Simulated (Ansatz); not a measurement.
# Mo: the cost of one run

Program: Ansatz 0.2.0. Level of theory: DFT PBE, scalar-relativistic, plane waves, PAW. These are calculated values, not measurements.

3 further runs of the same task are left out: 3 set aside as unsound or not needed.

### 1 The structure to begin with

Symmetry: C2/m, No. 12, monoclinic system. Conventional cell: a = 5.334 Å, b = 4.885 Å, c = 2.638 Å, α = 90.00°, β = 110.41°, γ = 90.00°. Mo (site symmetry m) has 6 Mo at 2.52 to 2.65 Å as nearest neighbours.

As a file:

```cif
data_structure
_symmetry_space_group_name_H-M 'P 1'
_symmetry_Int_Tables_number 1
_cell_length_a 3.6163
_cell_length_b 3.6163
_cell_length_c 2.6380
_cell_angle_alpha 104.904
_cell_angle_beta 104.904
_cell_angle_gamma 84.968
_cell_volume 32.21
loop_
_atom_site_label
_atom_site_type_symbol
_atom_site_fract_x
_atom_site_fract_y
_atom_site_fract_z
_atom_site_occupancy
Mo1 Mo 0.25180 0.25180 0.14900 1
Mo2 Mo 0.74820 0.74820 0.85100 1
```

This is candidate A: Bi type (C2/m, No. 12).

(A quick probe on a coarse mesh, which set the mesh and smearing, is not shown.)

### 3 Coarse relaxation (candidate A)

Input file input.yaml:

```yaml
crystal:
  lattice:
    - [2.6669307608, -2.4424029897, 0.0]
    - [2.6669307608, 2.4424029897, 0.0]
    - [-0.9200618554, 0.0, 2.4723874553]
  atoms:
    - { symbol: Mo, position: [0.2518, 0.2518, 0.149] }
    - { symbol: Mo, position: [0.7482, 0.7482, 0.851] }
basis:
  ecutwfc: 420
kpoints:
  mp_grid: { grid: [6, 6, 8] }
hamiltonian:
  xc: pbe
scf:
  occupations: { method: gaussian, width: 0.1 }
  lower_state_search: "off"
output:
  forces: true
  stress: true
  eigenvalues: true
relax:
  adjacent_minimum: "off"
  f_tol: 0.04
  max_steps: 70
  cell: { stress_tol: 0.4 }
```

Q: Estimate wall time and peak memory on 1 thread of an Arm CPU, shared host.

About 42 s, with a peak of 0.33 GiB.
